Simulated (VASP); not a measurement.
A run of VASP 6.6.1 is set up as follows.

Contents of POSCAR:

```
InSe
1.0
    4.0500000000      0.0000000000      0.0000000000
   -2.0250000000      3.5074028853      0.0000000000
    0.0000000000      0.0000000000     16.9300000000
In Se
4 4
Direct
    0.3333333333      0.6666666667      0.1570000000
    0.6666666667      0.3333333333      0.6570000000
    0.3333333333      0.6666666667      0.3430000000
    0.6666666667      0.3333333333      0.8430000000
    0.3333333333      0.6666666667      0.6020000000
    0.6666666667      0.3333333333      0.1020000000
    0.3333333333      0.6666666667      0.8980000000
    0.6666666667      0.3333333333      0.3980000000
```

INCAR.step1

```
ALGO = Normal
EDIFF = 1E-7
ENCUT = 400
GGA = PE
ISIF = 2
ISMEAR = 0
LASPH = True
LCHARG = True
LREAL = False
LWAVE = False
NELM = 60
PREC = Accurate
SIGMA = 0.02
```

The input KPOINTS.step1:

```
k-points
0
Gamma
  12 12 2
```

INCAR.step2

```
ALGO = Normal
EDIFF = 1E-7
ENCUT = 400
GGA = PE
ICHARG = 11
ISIF = 2
ISMEAR = 0
LASPH = True
LCHARG = False
LREAL = False
LWAVE = False
NELM = 60
PREC = Accurate
SIGMA = 0.05
```

The input KPOINTS.step2:

```
path GMKGALHA,LM,KH
20
line-mode
reciprocal
 0.0000000000  0.0000000000  0.0000000000  G
 0.5000000000  0.0000000000  0.0000000000  M

 0.5000000000  0.0000000000  0.0000000000  M
 0.3333333333  0.3333333333  0.0000000000  K

 0.3333333333  0.3333333333  0.0000000000  K
 0.0000000000  0.0000000000  0.0000000000  G

 0.0000000000  0.0000000000  0.0000000000  G
 0.0000000000  0.0000000000  0.5000000000  A

 0.0000000000  0.0000000000  0.5000000000  A
 0.5000000000  0.0000000000  0.5000000000  L

 0.5000000000  0.0000000000  0.5000000000  L
 0.3333333333  0.3333333333  0.5000000000  H

 0.3333333333  0.3333333333  0.5000000000  H
 0.0000000000  0.0000000000  0.5000000000  A

 0.5000000000  0.0000000000  0.5000000000  L
 0.5000000000  0.0000000000  0.0000000000  M

 0.3333333333  0.3333333333  0.0000000000  K
 0.3333333333  0.3333333333  0.5000000000  H
```

Potentials or basis: VASP PAW PBE potentials, release 64 (In_d, Se).

Command:

```bash
$ cat potpaw_PBE.64/In_d/POTCAR potpaw_PBE.64/Se/POTCAR > POTCAR
$ cp INCAR.step1 INCAR
$ cp KPOINTS.step1 KPOINTS
$ mpirun -np 1 vasp_std > vasp.out
$ cp INCAR.step2 INCAR
$ cp KPOINTS.step2 KPOINTS
$ mpirun -np 1 vasp_std > vasp.out
```

Q: Estimate the band gap along the path.

A: None (metal or under the smearing width).

Levels at the corners of the path, in eV from the Fermi level:
| point | band 35 | band 36 | band 37 | band 38 | band 39 | band 40 | band 41 | band 42 |
| --- | --- | --- | --- | --- | --- | --- | --- | --- |
| Γ | -2.19 | -2.19 | -1.38 | -0.40 | -0.09 | 0.38 | 1.20 | 1.55 |
| M | -2.96 | -2.59 | -1.52 | -1.02 | 0.91 | 1.07 | 1.32 | 1.40 |
| M | -2.96 | -2.59 | -1.52 | -1.02 | 0.91 | 1.07 | 1.32 | 1.40 |
| K | -2.56 | -2.56 | -1.26 | -1.26 | 2.15 | 2.35 | 2.35 | 2.66 |
| K | -2.56 | -2.56 | -1.26 | -1.26 | 2.15 | 2.35 | 2.35 | 2.66 |
| Γ | -2.19 | -2.19 | -1.38 | -0.40 | -0.09 | 0.38 | 1.20 | 1.55 |
| Γ | -2.19 | -2.19 | -1.38 | -0.40 | -0.09 | 0.38 | 1.20 | 1.55 |
| A | -2.21 | -2.21 | -0.97 | -0.97 | 0.25 | 0.25 | 1.38 | 1.38 |
| A | -2.21 | -2.21 | -0.97 | -0.97 | 0.25 | 0.25 | 1.38 | 1.38 |
| L | -2.73 | -2.73 | -1.28 | -1.28 | 1.14 | 1.14 | 1.23 | 1.23 |
| L | -2.73 | -2.73 | -1.28 | -1.28 | 1.14 | 1.14 | 1.23 | 1.23 |
| H | -2.60 | -2.60 | -1.24 | -1.24 | 2.31 | 2.31 | 2.36 | 2.36 |
| H | -2.60 | -2.60 | -1.24 | -1.24 | 2.31 | 2.31 | 2.36 | 2.36 |
| A | -2.21 | -2.21 | -0.97 | -0.97 | 0.25 | 0.25 | 1.38 | 1.38 |
| L | -2.73 | -2.73 | -1.28 | -1.28 | 1.14 | 1.14 | 1.23 | 1.23 |
| M | -2.96 | -2.59 | -1.52 | -1.02 | 0.91 | 1.07 | 1.32 | 1.40 |
| K | -2.56 | -2.56 | -1.26 | -1.26 | 2.15 | 2.35 | 2.35 | 2.66 |
| H | -2.60 | -2.60 | -1.24 | -1.24 | 2.31 | 2.31 | 2.36 | 2.36 |

Caveat: the log is that of the step along the path at fixed density, whose energy, stress, charges and moments have no meaning; spin-orbit coupling is left out, which moves the levels of the heavy elements.
